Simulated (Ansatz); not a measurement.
The system is P.

```
P
1.0
     1.64774   -5.46504    0.00000
     1.64774    5.46504    0.00000
     0.00000    0.00000    4.54364
P
4
Direct
  0.90414 0.09586 0.58882
  0.09586 0.90414 0.41118
  0.59586 0.40414 0.08882
  0.40414 0.59586 0.91118
```

Program: Ansatz 0.2.0. Alike in all runs: task projected density of states; potentials or basis Ansatz PAW; no spin polarisation; cell as given; k mesh 5 × 5 × 4; smearing fermi-dirac 0.05 eV. Hardware: 2 threads of Arm Neoverse V2, with other jobs on the host.

Q: Order these runs on this cell by their wall time, lowest first.
A. level HSE06; cutoff (eV) 420
B. level r2SCAN; cutoff (eV) 500
C. level BLYP; cutoff (eV) 420

A: C (3.6 s), B (7.8 s), A (29 s).

Caveats: odd divisions of the mesh miss points on the zone boundary, where band edges often lie, so the gap on the mesh can be too wide; the density of states is complete only up to the lowest level of the last band computed.
